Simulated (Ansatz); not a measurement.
Born–Oppenheimer molecular dynamics of a periodic cell of 17 atoms, Si$_{16}$O (host Si, host structure diamond, interstitial O). It starts from a relaxed structure.

The calculation used DFT PBE, scalar-relativistic, plane waves, PAW (Ansatz). Settings: accuracy low, PAW set soft_1, cutoff 420 eV, k mesh 2x2x2, fermi-dirac smearing 0.02 eV, spin collinear.

```json
{
 "ensemble": "NVT, Langevin thermostat",
 "time step": "1 fs",
 "steps asked": "140",
 "set temperature": "1200 K",
 "friction": "0.005 /fs",
 "seed": "346624"
}
```

Frames 2 fs apart, positions in Å, forces in eV/Å.

Velocities at 20 fs (Å/ps):

```
Si -5.25 -1.01 -1.59
Si -1.65 1.36 -3.75
Si 3.28 -4.63 -2.43
Si 3.73 5.11 0.54
Si -1.14 2.91 0.59
Si 1.11 2.67 -0.83
Si -0.09 1.47 2.78
Si 0.37 0.87 4.83
Si 0.95 -0.60 -1.45
Si -1.46 -1.45 -2.27
Si 2.71 2.66 0.11
Si -1.31 -2.87 0.98
Si -4.75 -2.09 -1.78
Si -2.73 -2.79 -0.07
Si -4.29 2.50 2.82
Si -2.99 0.15 5.61
O 5.03 -3.14 -10.53
```

```xyz
17
Lattice="0.0000 5.4300 5.4300 5.4300 0.0000 5.4300 5.4300 5.4300 0.0000" Properties=species:S:1:pos:R:3:forces:R:3 time_fs=20 energy_less_start_eV=1.810 T=279
Si -0.173 -0.083 -0.075 0.14 -0.23 -0.42
Si 1.214 1.346 1.081 0.30 -0.84 1.75
Si 2.754 2.739 0.073 -0.93 -1.45 -2.05
Si 3.884 3.936 1.448 1.80 1.43 2.12
Si 2.645 -0.026 2.772 0.73 2.12 -1.21
Si 3.976 1.687 3.963 -0.51 -1.07 -0.68
Si 5.655 2.662 2.619 0.05 1.52 1.04
Si 6.905 4.196 4.210 -0.24 -2.22 -1.23
Si 0.020 2.573 2.737 1.13 2.06 -1.49
Si 1.641 3.990 3.923 -1.70 -1.16 0.10
Si 2.597 5.581 2.698 1.40 0.67 -0.29
Si 4.126 6.835 4.037 -1.60 -0.58 0.64
Si 2.559 2.669 5.553 -0.37 -1.04 1.30
Si 3.920 4.002 6.858 1.02 -0.13 0.06
Si 5.319 5.296 5.272 -1.42 0.12 1.89
Si 6.571 6.560 6.796 0.72 0.61 -1.99
O 3.312 3.182 3.089 -0.52 0.20 0.48
17
Lattice="0.0000 5.4300 5.4300 5.4300 0.0000 5.4300 5.4300 5.4300 0.0000" Properties=species:S:1:pos:R:3:forces:R:3 time_fs=22 energy_less_start_eV=1.730 T=342
Si -0.182 -0.087 -0.080 0.24 -0.17 -0.42
Si 1.212 1.349 1.075 0.28 -0.92 1.72
Si 2.759 2.728 0.065 -0.78 -1.18 -1.77
Si 3.894 3.946 1.450 1.56 1.17 1.82
Si 2.642 -0.019 2.772 0.69 1.96 -1.18
Si 3.978 1.691 3.960 -0.56 -1.09 -0.62
Si 5.655 2.665 2.626 0.10 1.58 1.05
Si 6.905 4.195 4.220 -0.23 -2.08 -1.28
Si 0.023 2.572 2.732 1.00 1.99 -1.42
Si 1.638 3.987 3.918 -1.67 -1.05 0.08
Si 2.605 5.586 2.699 1.31 0.54 -0.27
Si 4.124 6.829 4.040 -1.45 -0.44 0.51
Si 2.549 2.666 5.550 -0.31 -1.02 1.26
Si 3.915 3.995 6.857 0.96 -0.07 0.09
Si 5.311 5.300 5.280 -1.28 -0.02 1.88
Si 6.565 6.561 6.807 0.72 0.58 -2.05
O 3.322 3.177 3.071 -0.58 0.22 0.58
17
Lattice="0.0000 5.4300 5.4300 5.4300 0.0000 5.4300 5.4300 5.4300 0.0000" Properties=species:S:1:pos:R:3:forces:R:3 time_fs=24 energy_less_start_eV=1.595 T=374
Si -0.191 -0.092 -0.085 0.35 -0.11 -0.40
Si 1.210 1.350 1.070 0.25 -0.98 1.68
Si 2.761 2.715 0.055 -0.56 -0.85 -1.39
Si 3.906 3.959 1.457 1.25 0.84 1.46
Si 2.640 -0.009 2.772 0.62 1.73 -1.13
Si 3.978 1.691 3.956 -0.62 -1.08 -0.54
Si 5.655 2.668 2.636 0.14 1.61 1.05
Si 6.903 4.190 4.229 -0.25 -1.86 -1.34
Si 0.027 2.574 2.726 0.86 1.88 -1.32
Si 1.635 3.984 3.913 -1.60 -0.93 0.06
Si 2.613 5.594 2.698 1.19 0.36 -0.24
Si 4.121 6.822 4.040 -1.28 -0.28 0.38
Si 2.539 2.662 5.550 -0.24 -0.99 1.17
Si 3.911 3.989 6.856 0.89 0.01 0.14
Si 5.299 5.304 5.288 -1.08 -0.16 1.85
Si 6.562 6.565 6.817 0.69 0.54 -2.10
O 3.330 3.168 3.057 -0.63 0.25 0.66
17
Lattice="0.0000 5.4300 5.4300 5.4300 0.0000 5.4300 5.4300 5.4300 0.0000" Properties=species:S:1:pos:R:3:forces:R:3 time_fs=26 energy_less_start_eV=1.417 T=454
Si -0.199 -0.097 -0.092 0.46 -0.04 -0.37
Si 1.209 1.350 1.068 0.21 -1.04 1.63
Si 2.762 2.701 0.042 -0.35 -0.49 -0.99
Si 3.920 3.972 1.463 0.93 0.50 1.11
Si 2.637 0.001 2.771 0.55 1.49 -1.06
Si 3.977 1.689 3.952 -0.68 -1.05 -0.45
Si 5.657 2.673 2.648 0.18 1.57 0.98
Si 6.899 4.180 4.234 -0.29 -1.58 -1.36
Si 0.030 2.581 2.718 0.70 1.70 -1.21
Si 1.627 3.976 3.908 -1.46 -0.71 0.00
Si 2.624 5.602 2.698 0.99 0.14 -0.22
Si 4.115 6.817 4.041 -1.05 -0.12 0.24
Si 2.529 2.658 5.550 -0.16 -0.98 1.09
Si 3.909 3.984 6.852 0.79 0.09 0.21
Si 5.285 5.309 5.300 -0.84 -0.32 1.73
Si 6.559 6.568 6.821 0.67 0.53 -2.04
O 3.334 3.159 3.045 -0.66 0.28 0.72
17
Lattice="0.0000 5.4300 5.4300 5.4300 0.0000 5.4300 5.4300 5.4300 0.0000" Properties=species:S:1:pos:R:3:forces:R:3 time_fs=28 energy_less_start_eV=1.247 T=513
Si -0.203 -0.102 -0.099 0.53 0.01 -0.35
Si 1.206 1.348 1.066 0.21 -1.06 1.57
Si 2.763 2.685 0.028 -0.19 -0.11 -0.56
Si 3.936 3.986 1.471 0.61 0.15 0.78
Si 2.634 0.012 2.769 0.49 1.25 -1.01
Si 3.976 1.687 3.950 -0.72 -1.03 -0.39
Si 5.659 2.678 2.662 0.23 1.49 0.88
Si 6.894 4.170 4.236 -0.33 -1.30 -1.33
Si 0.033 2.589 2.710 0.51 1.49 -1.08
Si 1.620 3.965 3.903 -1.30 -0.47 -0.06
Si 2.634 5.609 2.699 0.80 -0.07 -0.21
Si 4.109 6.812 4.043 -0.79 0.02 0.07
Si 2.519 2.652 5.550 -0.05 -0.94 1.04
Si 3.909 3.979 6.849 0.63 0.15 0.27
Si 5.270 5.313 5.314 -0.59 -0.47 1.57
Si 6.557 6.570 6.825 0.63 0.56 -1.93
O 3.337 3.150 3.036 -0.68 0.33 0.75
17
Lattice="0.0000 5.4300 5.4300 5.4300 0.0000 5.4300 5.4300 5.4300 0.0000" Properties=species:S:1:pos:R:3:forces:R:3 time_fs=30 energy_less_start_eV=1.094 T=619
Si -0.204 -0.110 -0.107 0.59 0.06 -0.33
Si 1.204 1.345 1.066 0.23 -1.07 1.49
Si 2.765 2.667 0.011 -0.09 0.28 -0.15
Si 3.953 4.001 1.480 0.32 -0.18 0.47
Si 2.630 0.024 2.766 0.45 1.00 -0.94
Si 3.977 1.685 3.948 -0.78 -1.01 -0.32
Si 5.661 2.686 2.678 0.28 1.34 0.71
Si 6.887 4.161 4.236 -0.32 -1.05 -1.26
Si 0.038 2.598 2.701 0.33 1.26 -0.98
Si 1.610 3.954 3.896 -1.12 -0.28 -0.03
Si 2.644 5.613 2.701 0.59 -0.20 -0.26
Si 4.105 6.809 4.043 -0.54 0.10 -0.08
Si 2.508 2.644 5.551 0.07 -0.83 0.96
Si 3.912 3.974 6.849 0.43 0.20 0.28
Si 5.254 5.316 5.329 -0.35 -0.60 1.40
Si 6.557 6.572 6.825 0.59 0.60 -1.73
O 3.338 3.141 3.030 -0.67 0.36 0.77
17
Lattice="0.0000 5.4300 5.4300 5.4300 0.0000 5.4300 5.4300 5.4300 0.0000" Properties=species:S:1:pos:R:3:forces:R:3 time_fs=32 energy_less_start_eV=0.961 T=678
Si -0.200 -0.116 -0.115 0.61 0.10 -0.31
Si 1.204 1.342 1.065 0.25 -1.05 1.42
Si 2.768 2.647 -0.004 -0.08 0.71 0.21
Si 3.968 4.017 1.491 0.09 -0.49 0.17
Si 2.626 0.036 2.760 0.38 0.75 -0.85
Si 3.973 1.681 3.946 -0.79 -0.97 -0.29
Si 5.663 2.696 2.694 0.31 1.12 0.50
Si 6.877 4.151 4.234 -0.26 -0.81 -1.15
Si 0.042 2.609 2.692 0.20 1.01 -0.89
Si 1.599 3.945 3.890 -0.93 -0.10 0.02
Si 2.656 5.615 2.704 0.34 -0.28 -0.32
Si 4.101 6.809 4.043 -0.27 0.11 -0.21
Si 2.497 2.632 5.553 0.20 -0.68 0.88
Si 3.917 3.966 6.853 0.19 0.25 0.26
Si 5.236 5.317 5.345 -0.12 -0.67 1.21
Si 6.558 6.574 6.822 0.53 0.64 -1.45
O 3.337 3.136 3.024 -0.65 0.35 0.79
17
Lattice="0.0000 5.4300 5.4300 5.4300 0.0000 5.4300 5.4300 5.4300 0.0000" Properties=species:S:1:pos:R:3:forces:R:3 time_fs=34 energy_less_start_eV=0.867 T=720
Si -0.193 -0.122 -0.121 0.58 0.11 -0.31
Si 1.202 1.338 1.067 0.30 -1.01 1.34
Si 2.772 2.625 -0.020 -0.14 1.13 0.55
Si 3.984 4.031 1.503 -0.11 -0.75 -0.09
Si 2.623 0.050 2.751 0.30 0.48 -0.73
Si 3.967 1.678 3.944 -0.77 -0.92 -0.27
Si 5.665 2.707 2.712 0.34 0.86 0.28
Si 6.866 4.142 4.230 -0.16 -0.56 -1.01
Si 0.044 2.623 2.683 0.10 0.75 -0.77
Si 1.591 3.938 3.885 -0.73 0.05 0.08
Si 2.668 5.618 2.705 0.07 -0.34 -0.41
Si 4.096 6.811 4.041 0.03 0.08 -0.32
Si 2.487 2.619 5.554 0.34 -0.49 0.79
Si 3.924 3.958 6.858 -0.09 0.31 0.21
Si 5.216 5.318 5.362 0.10 -0.72 0.99
Si 6.560 6.579 6.816 0.46 0.65 -1.14
O 3.333 3.133 3.020 -0.63 0.34 0.81
17
Lattice="0.0000 5.4300 5.4300 5.4300 0.0000 5.4300 5.4300 5.4300 0.0000" Properties=species:S:1:pos:R:3:forces:R:3 time_fs=36 energy_less_start_eV=0.815 T=703
Si -0.185 -0.127 -0.127 0.56 0.12 -0.32
Si 1.200 1.332 1.070 0.35 -0.95 1.25
Si 2.775 2.604 -0.033 -0.26 1.51 0.83
Si 3.998 4.043 1.513 -0.26 -0.95 -0.28
Si 2.624 0.062 2.741 0.19 0.22 -0.61
Si 3.960 1.673 3.938 -0.74 -0.87 -0.22
Si 5.665 2.719 2.730 0.36 0.59 0.02
Si 6.856 4.133 4.224 -0.05 -0.30 -0.81
Si 0.046 2.640 2.672 0.04 0.44 -0.62
Si 1.582 3.932 3.879 -0.53 0.17 0.18
Si 2.678 5.621 2.706 -0.14 -0.39 -0.48
Si 4.092 6.812 4.039 0.32 0.06 -0.44
Si 2.480 2.604 5.557 0.45 -0.28 0.65
Si 3.929 3.948 6.865 -0.35 0.38 0.11
Si 5.195 5.318 5.380 0.34 -0.76 0.77
Si 6.564 6.583 6.809 0.34 0.65 -0.83
O 3.329 3.130 3.020 -0.62 0.35 0.81
17
Lattice="0.0000 5.4300 5.4300 5.4300 0.0000 5.4300 5.4300 5.4300 0.0000" Properties=species:S:1:pos:R:3:forces:R:3 time_fs=38 energy_less_start_eV=0.812 T=757
Si -0.177 -0.133 -0.133 0.54 0.13 -0.31
Si 1.198 1.326 1.073 0.39 -0.88 1.15
Si 2.777 2.586 -0.047 -0.38 1.83 1.08
Si 4.012 4.054 1.523 -0.39 -1.13 -0.42
Si 2.626 0.073 2.730 0.07 -0.01 -0.52
Si 3.950 1.668 3.931 -0.67 -0.81 -0.16
Si 5.665 2.729 2.749 0.37 0.32 -0.26
Si 6.846 4.126 4.216 0.03 -0.07 -0.57
Si 0.047 2.656 2.663 -0.01 0.13 -0.50
Si 1.575 3.924 3.871 -0.31 0.29 0.28
Si 2.686 5.624 2.705 -0.30 -0.43 -0.53
Si 4.088 6.813 4.037 0.57 0.01 -0.55
Si 2.474 2.589 5.559 0.56 -0.07 0.52
Si 3.932 3.939 6.873 -0.61 0.44 0.01
Si 5.173 5.318 5.400 0.59 -0.76 0.52
Si 6.567 6.588 6.800 0.18 0.63 -0.53
O 3.322 3.127 3.026 -0.63 0.38 0.77
17
Lattice="0.0000 5.4300 5.4300 5.4300 0.0000 5.4300 5.4300 5.4300 0.0000" Properties=species:S:1:pos:R:3:forces:R:3 time_fs=40 energy_less_start_eV=0.860 T=676
Si -0.169 -0.138 -0.141 0.52 0.14 -0.30
Si 1.198 1.320 1.076 0.41 -0.78 1.05
Si 2.779 2.572 -0.061 -0.53 2.10 1.33
Si 4.024 4.066 1.533 -0.46 -1.31 -0.54
Si 2.629 0.085 2.720 -0.05 -0.23 -0.44
Si 3.939 1.663 3.925 -0.58 -0.74 -0.12
Si 5.666 2.738 2.768 0.34 0.07 -0.52
Si 6.838 4.122 4.207 0.12 0.16 -0.31
Si 0.047 2.675 2.653 -0.05 -0.23 -0.43
Si 1.567 3.913 3.861 -0.04 0.43 0.43
Si 2.695 5.625 2.703 -0.50 -0.45 -0.57
Si 4.084 6.815 4.033 0.82 -0.05 -0.63
Si 2.469 2.574 5.564 0.64 0.14 0.36
Si 3.933 3.930 6.880 -0.83 0.52 -0.08
Si 5.151 5.319 5.420 0.80 -0.75 0.27
Si 6.572 6.593 6.791 0.04 0.57 -0.21
O 3.315 3.123 3.034 -0.64 0.41 0.71
17
Lattice="0.0000 5.4300 5.4300 5.4300 0.0000 5.4300 5.4300 5.4300 0.0000" Properties=species:S:1:pos:R:3:forces:R:3 time_fs=42 energy_less_start_eV=0.946 T=613
Si -0.164 -0.144 -0.148 0.53 0.15 -0.29
Si 1.198 1.313 1.080 0.42 -0.69 0.95
Si 2.779 2.562 -0.073 -0.64 2.29 1.52
Si 4.035 4.080 1.543 -0.51 -1.49 -0.63
Si 2.631 0.094 2.711 -0.16 -0.41 -0.40
Si 3.928 1.656 3.920 -0.46 -0.64 -0.10
Si 5.669 2.747 2.785 0.24 -0.19 -0.78
Si 6.832 4.119 4.197 0.22 0.36 -0.04
Si 0.048 2.691 2.646 -0.12 -0.56 -0.40
Si 1.561 3.901 3.850 0.24 0.58 0.59
Si 2.704 5.627 2.702 -0.72 -0.47 -0.63
Si 4.080 6.816 4.028 1.04 -0.08 -0.64
Si 2.465 2.556 5.571 0.74 0.39 0.17
Si 3.932 3.924 6.886 -1.01 0.54 -0.14
Si 5.132 5.318 5.438 0.96 -0.69 0.02
Si 6.575 6.597 6.782 -0.11 0.46 0.12
O 3.307 3.121 3.044 -0.65 0.43 0.67
```

Of the whole run (140 fs, mean temperature of the second half 622 K): The mean temperature of the second half is 48 % below the set value. A run of 0.14 ps of so small a system gives no equilibrium averages. Limits of this set-up: coarse k mesh, a small cell, in which the defect meets its images, low accuracy level.

The run took 17 min on 1 thread of Arm Neoverse V1 (shared host), peak memory 0.62 GiB.
